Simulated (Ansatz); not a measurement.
Results of PBE0 (Ansatz, a program for electronic structure, PAW) for α-phase Li3N.

Settings: plane-wave cutoff 460 eV, 9×9×8 k mesh (along the axes of the cell as run), Fermi–Dirac smearing 0.01 eV, scalar-relativistic PAW data made under PBE.

Computed at the level's own relaxed cell.

```yaml
crystal:
  lattice:
    - [1.79787, -3.11400, 0.00000]
    - [1.79787, 3.11400, 0.00000]
    - [0.00000, 0.00000, 3.84044]
  atoms:
    - { symbol: Li, position: [0.33333, 0.66667, 0.00000] }
    - { symbol: Li, position: [0.66667, 0.33333, 0.00000] }
    - { symbol: Li, position: [0.00000, 0.00000, 0.50000] }
    - { symbol: N, position: [0.00000, 0.00000, 0.00000] }
```

Question: List the 5 lowest band energies at Γ above −25 eV (eV, relative to the valence band maximum), grouping those that round alike.

Answer: At Γ: -12.83, -1.70, -0.21 (×2), 2.71.
